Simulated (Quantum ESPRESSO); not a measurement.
# MoS2 in Quantum ESPRESSO: equation of state

Aim: energy against volume of MoS2 in PBEsol, for its equilibrium volume and stiffness.

Everything below comes from runs of Quantum ESPRESSO 7.5. Logs are shortened: lines on timing, memory, paths and dates and some standing lists are left out, and cuts for length are marked.

### Step 1. Starting point

The cell holds a slab with vacuum, 6 atoms: a = 3.185 Å, b = 3.185 Å, c = 21.671 Å, α = 90.00°, β = 90.00°, γ = 120.00°.

### Step 2. Single point, PBEsol, 29.82 Å³/atom

pw.in

```
&CONTROL
  calculation = 'scf'
  prefix = 'pwscf'
  outdir = './tmp'
  pseudo_dir = './pseudo'
  tprnfor = .true.
  tstress = .true.
  disk_io = 'nowf'
/
&SYSTEM
  ibrav = 0
  nat = 6
  ntyp = 2
  ecutwfc = 45
  ecutrho = 360
  nbnd = 36
  occupations = 'smearing'
  smearing = 'fd'
  degauss = 0.00367493
/
&ELECTRONS
  conv_thr = 1.2d-09
  electron_maxstep = 120
  mixing_beta = 0.5
/
ATOMIC_SPECIES
Mo    95.9500 mo_pbesol_v1.uspp.F.UPF
S     32.0600 s_pbesol_v1.4.uspp.F.UPF
CELL_PARAMETERS angstrom
   3.1195325729    0.0000000000    0.0000000000
  -1.5597662865    2.7015944561    0.0000000000
   0.0000000000    0.0000000000   21.2281547802
ATOMIC_POSITIONS crystal
Mo     0.3333333333    0.6666666667    0.8511602300
Mo     0.6666666667    0.3333333333    0.1488397700
S      0.6666666667    0.3333333333    0.7796253900
S      0.3333333333    0.6666666667    0.0772510000
S      0.6666666667    0.3333333333    0.9227490000
S      0.3333333333    0.6666666667    0.2203746100
K_POINTS automatic
10 10 2 0 0 0
```

Potentials or basis: GBRV 1.5 PBEsol.

The run is started by

```bash
OMP_NUM_THREADS=1 mpirun -n 2 pw.x -nk 2 -in pw.in > pw.out
```

pw.out:

```text
This program is part of the open-source Quantum ESPRESSO suite
     for quantum simulation of materials; please cite
[... 6 lines left out ...]
     using ibrav=0 with symmetry is DISCOURAGED, use correct ibrav instead

     K-points division:     npool     =       2
     Subspace diagonalization in iterative solution of the eigenvalue problem:
     a serial algorithm will be used

     G-vector sticks info
     --------------------
     sticks:   dense  smooth     PW     G-vecs:    dense   smooth      PW
     Sum         859     433    121               139209    49359    8051

     Using Slab Decomposition

     bravais-lattice index     =            0
     lattice parameter (alat)  =       5.8951  a.u.
     unit-cell volume          =    1207.3092 (a.u.)^3
     number of atoms/cell      =            6
     number of atomic types    =            2
     number of electrons       =        52.00
     number of Kohn-Sham states=           36
     kinetic-energy cutoff     =      45.0000  Ry
     charge density cutoff     =     360.0000  Ry
     scf convergence threshold =      1.2E-09
     mixing beta               =       0.5000
     number of iterations used =            8  plain     mixing
     Exchange-correlation= SLA  PW   PSX  PSC
                           (   1   4  10   8   0   0   0)

     celldm(1)=   5.895062  celldm(2)=   0.000000  celldm(3)=   0.000000
     celldm(4)=   0.000000  celldm(5)=   0.000000  celldm(6)=   0.000000

     crystal axes: (cart. coord. in units of alat)
               a(1) = (   1.000000   0.000000   0.000000 )
               a(2) = (  -0.500000   0.866025   0.000000 )
               a(3) = (   0.000000   0.000000   6.804915 )

     reciprocal axes: (cart. coord. in units 2 pi/alat)
               b(1) = (  1.000000  0.577350 -0.000000 )
               b(2) = (  0.000000  1.154701  0.000000 )
               b(3) = (  0.000000 -0.000000  0.146953 )

     PseudoPot. # 1 for Mo read from file:
     mo_pbesol_v1.uspp.F.UPF
     Pseudo is Ultrasoft + core correction, Zval = 14.0
     Generated by new atomic code, or converted to UPF format
     Using radial grid of  889 points,  6 beta functions with:
                l(1) =   0
                l(2) =   0
                l(3) =   1
                l(4) =   1
                l(5) =   2
                l(6) =   2
     Q(r) pseudized with  6 coefficients,  rinner =    1.000   1.000   1.000
                                                       1.000   1.000

     PseudoPot. # 2 for S  read from file:
     s_pbesol_v1.4.uspp.F.UPF
     Pseudo is Ultrasoft + core correction, Zval =  6.0
     Generated by new atomic code, or converted to UPF format
     Using radial grid of  907 points,  6 beta functions with:
                l(1) =   0
                l(2) =   0
                l(3) =   1
                l(4) =   1
                l(5) =   2
                l(6) =   2
     Q(r) pseudized with  8 coefficients,  rinner =    1.300   1.300   1.300
                                                       1.300   1.300

     atomic species   valence    mass     pseudopotential
     Mo               14.00    95.95000     Mo( 1.00)
     S                 6.00    32.06000     S ( 1.00)

     12 Sym. Ops., with inversion, found

   Cartesian axes

     site n.     atom                  positions (alat units)
         1        Mo     tau(   1) = (  -0.0000000   0.5773503   5.7920732  )
         2        Mo     tau(   2) = (   0.5000000   0.2886751   1.0128420  )
         3        S      tau(   3) = (   0.5000000   0.2886751   5.3052847  )
         4        S      tau(   4) = (  -0.0000000   0.5773503   0.5256865  )
         5        S      tau(   5) = (   0.5000000   0.2886751   6.2792287  )
         6        S      tau(   6) = (  -0.0000000   0.5773503   1.4996305  )

     number of k points=    28  Fermi-Dirac smearing, width (Ry)=  0.0037
                       cart. coord. in units 2pi/alat
        k(    1) = (   0.0000000   0.0000000   0.0000000), wk =   0.0100000
        k(    2) = (   0.0000000   0.0000000  -0.0734763), wk =   0.0100000
        k(    3) = (   0.0000000   0.1154701   0.0000000), wk =   0.0600000
        k(    4) = (   0.0000000   0.1154701  -0.0734763), wk =   0.0600000
        k(    5) = (   0.0000000   0.2309401   0.0000000), wk =   0.0600000
        k(    6) = (   0.0000000   0.2309401  -0.0734763), wk =   0.0600000
[... 20 lines left out ...]
        k(   27) = (   0.3000000   0.5196152   0.0000000), wk =   0.0600000
        k(   28) = (   0.3000000   0.5196152  -0.0734763), wk =   0.0600000

     Dense  grid:   139209 G-vectors     FFT dimensions: (  36,  36, 243)

     Smooth grid:    49359 G-vectors     FFT dimensions: (  25,  25, 180)

     Initial potential from superposition of free atoms

     starting charge      51.9979, renormalised to      52.0000

     negative rho (up, down):  6.471E-04 0.000E+00
     Starting wfcs are   42 randomized atomic wfcs

     Self-consistent Calculation

     iteration #  1     ecut=    45.00 Ry     beta= 0.50
     Davidson diagonalization with overlap
     ethr =  1.00E-02,  avg # of iterations =  4.8

     Threshold (ethr) on eigenvalues was too large:
     Diagonalizing with lowered threshold

     Davidson diagonalization with overlap
     ethr =  4.20E-04,  avg # of iterations =  2.2

     negative rho (up, down):  6.772E-04 0.000E+00

     total energy              =    -375.06609808 Ry
     estimated scf accuracy    <       0.26292824 Ry

     iteration #  2     ecut=    45.00 Ry     beta= 0.50
     Davidson diagonalization with overlap
     ethr =  5.06E-04,  avg # of iterations =  5.8

     negative rho (up, down):  6.412E-04 0.000E+00

     total energy              =    -375.07245692 Ry
     estimated scf accuracy    <       0.33850888 Ry

     iteration #  3     ecut=    45.00 Ry     beta= 0.50
     Davidson diagonalization with overlap
     ethr =  5.06E-04,  avg # of iterations =  2.0
[... 60 lines left out ...]
     iteration # 10     ecut=    45.00 Ry     beta= 0.50
     Davidson diagonalization with overlap
     ethr =  7.64E-11,  avg # of iterations =  4.4

     negative rho (up, down):  6.465E-04 0.000E+00

     total energy              =    -375.14303618 Ry
     estimated scf accuracy    <          3.1E-09 Ry

     iteration # 11     ecut=    45.00 Ry     beta= 0.50
     Davidson diagonalization with overlap
     ethr =  5.88E-12,  avg # of iterations =  4.2

     negative rho (up, down):  6.465E-04 0.000E+00

     End of self-consistent calculation

          k = 0.0000 0.0000 0.0000 (  6205 PWs)   bands (ev):

   -56.9906 -56.9906 -31.2246 -31.2246 -30.9410 -30.9410 -30.9410 -30.9410
   -10.7896 -10.7090  -9.2916  -9.1480  -2.4858  -2.1105   0.8335   0.8335
     0.8365   0.8365   1.4304   2.0675   2.0675   2.0792   2.0792   2.3278
     3.5312   4.1366   6.6578   6.6578   6.6645   6.6645   7.0240   7.0240
     7.0758   7.0758   8.9364   9.4800

          k = 0.0000 0.0000-0.0735 (  6170 PWs)   bands (ev):

   -56.9906 -56.9906 -31.2246 -31.2245 -30.9410 -30.9410 -30.9410 -30.9410
   -10.7896 -10.7090  -9.2916  -9.1480  -2.4858  -2.1105   0.8335   0.8335
     0.8365   0.8365   1.4304   2.0675   2.0675   2.0792   2.0792   2.3278
     3.5313   4.1366   6.6578   6.6578   6.6645   6.6645   7.0240   7.0240
     7.0758   7.0758   8.9385   9.4704

          k = 0.0000 0.1155 0.0000 (  6155 PWs)   bands (ev):
[... 49 lines left out ...]
   -56.9447 -56.9447 -31.3738 -31.3738 -31.1341 -31.1341 -31.0399 -31.0399
    -8.9345  -8.8848  -8.5939  -8.5433  -2.2869  -2.1808  -1.1992  -1.0853
    -0.5779  -0.3572   0.4049   0.4254   1.8316   1.9977   2.5368   2.5819
     2.7188   2.8234   6.0784   6.1108   6.3533   6.5745   7.4852   7.8460
     8.2705   8.4077  10.5147  10.7949

          k = 0.0000 0.4619-0.0735 (  6174 PWs)   bands (ev):

   -56.9447 -56.9447 -31.3738 -31.3737 -31.1342 -31.1341 -31.0399 -31.0399
    -8.9345  -8.8848  -8.5939  -8.5433  -2.2869  -2.1808  -1.1992  -1.0853
    -0.5779  -0.3572   0.4049   0.4254   1.8316   1.9977   2.5368   2.5819
     2.7188   2.8234   6.0784   6.1108   6.3533   6.5745   7.4853   7.8460
     8.2705   8.4077  10.5148  10.7963

          k = 0.0000-0.5774 0.0000 (  6156 PWs)   bands (ev):

   -56.9399 -56.9398 -31.4178 -31.4178 -31.1245 -31.1245 -31.0502 -31.0502
    -8.6689  -8.6359  -8.4983  -8.4723  -2.4913  -2.3911  -1.4177  -1.3301
    -0.7318  -0.5143   0.2805   0.3015   1.7807   1.8608   2.7032   2.7593
     3.0027   3.0376   6.1270   6.1426   6.6479   6.7555   7.6046   7.9603
     8.3447   8.4964   9.8581   9.9855

          k = 0.0000-0.5774-0.0735 (  6172 PWs)   bands (ev):

   -56.9399 -56.9399 -31.4178 -31.4178 -31.1245 -31.1245 -31.0502 -31.0502
    -8.6689  -8.6359  -8.4983  -8.4723  -2.4913  -2.3911  -1.4177  -1.3301
    -0.7318  -0.5143   0.2805   0.3014   1.7807   1.8608   2.7032   2.7593
     3.0027   3.0376   6.1270   6.1425   6.6479   6.7555   7.6046   7.9603
     8.3447   8.4964   9.8581   9.9856

          k = 0.1000 0.1732 0.0000 (  6161 PWs)   bands (ev):

   -56.9770 -56.9770 -31.1979 -31.1979 -31.0690 -31.0690 -30.9739 -30.9739
   -10.3153 -10.2368  -9.1092  -8.9856  -2.0235  -1.6675   0.0362   0.0459
     0.4309   0.7681   1.2259   1.2582   1.3065   1.3138   2.6257   2.9825
     3.3246   3.5623   6.0559   6.2756   6.3167   6.4929   6.5111   6.6118
     7.4487   7.5057   9.5630  10.1085

          k = 0.1000 0.1732-0.0735 (  6164 PWs)   bands (ev):

   -56.9770 -56.9770 -31.1979 -31.1979 -31.0690 -31.0690 -30.9739 -30.9739
   -10.3153 -10.2368  -9.1092  -8.9856  -2.0235  -1.6675   0.0362   0.0459
     0.4309   0.7681   1.2259   1.2582   1.3065   1.3138   2.6257   2.9824
     3.3246   3.5623   6.0560   6.2753   6.3168   6.4929   6.5111   6.6118
     7.4488   7.5056   9.5629  10.1078
[... 99 lines left out ...]
   -56.9344 -56.9344 -31.3215 -31.3215 -31.2131 -31.2131 -31.1139 -31.1139
    -8.4027  -8.3854  -8.3352  -8.3217  -2.0828  -2.0360  -1.4742  -1.4163
    -0.3761  -0.3554   0.0259   0.1182   0.5420   0.7005   1.6251   1.7504
     3.4848   3.5430   5.6019   5.6286   6.7250   7.1339   7.3676   7.4852
     8.8891   9.0559  10.7978  11.1677

          k = 0.3000 0.5196-0.0735 (  6098 PWs)   bands (ev):

   -56.9344 -56.9344 -31.3215 -31.3214 -31.2131 -31.2131 -31.1138 -31.1138
    -8.4026  -8.3854  -8.3352  -8.3217  -2.0828  -2.0360  -1.4742  -1.4163
    -0.3761  -0.3554   0.0259   0.1182   0.5420   0.7005   1.6251   1.7504
     3.4848   3.5430   5.6019   5.6286   6.7250   7.1339   7.3676   7.4852
     8.8892   9.0559  10.7980  11.1675

     the Fermi energy is     4.8077 ev

!    total energy              =    -375.14303618 Ry
     estimated scf accuracy    <          3.6E-10 Ry
     smearing contrib. (-TS)   =      -0.00000000 Ry
     internal energy E=F+TS    =    -375.14303617 Ry

     The total energy is F=E-TS. E is the sum of the following terms:
     one-electron contribution =   -1718.36301586 Ry
     hartree contribution      =     868.87120492 Ry
     xc contribution           =     -72.25949703 Ry
     ewald contribution        =     546.60827179 Ry

     convergence has been achieved in  11 iterations

     negative rho (up, down):  6.465E-04 0.000E+00

     Forces acting on atoms (cartesian axes, Ry/au):

     atom    1 type  1   force =     0.00000000    0.00000000    0.00021589
     atom    2 type  1   force =    -0.00000000   -0.00000000   -0.00021589
     atom    3 type  2   force =     0.00000000    0.00000000   -0.03731003
     atom    4 type  2   force =     0.00000000    0.00000000   -0.03753798
     atom    5 type  2   force =    -0.00000000   -0.00000000    0.03753798
     atom    6 type  2   force =    -0.00000000   -0.00000000    0.03731003

     Total force =     0.074849     Total SCF correction =     0.000083

     Computing stress (Cartesian axis) and pressure

     negative rho (up, down):  6.465E-04 0.000E+00
          total   stress  (Ry/bohr**3)                   (kbar)     P=       36.42
   0.00019819   0.00000000   0.00000000           29.16        0.00        0.00
   0.00000000   0.00019819   0.00000000            0.00       29.16        0.00
   0.00000000   0.00000000   0.00034638            0.00        0.00       50.95

=------------------------------------------------------------------------------=
   JOB DONE.
=------------------------------------------------------------------------------=
```

Wall time 76 s (2 MPI ranks of Arm Neoverse V2, shared host); peak memory 0.72 GiB.

Results:

```
Free energy            : -5104.0810 eV
Largest force          : 0.965 eV/Å
Band gap on the k mesh : 1.47 eV, indirect (least direct gap 2.06 eV)
```

(Continued in part 2 of 2.)
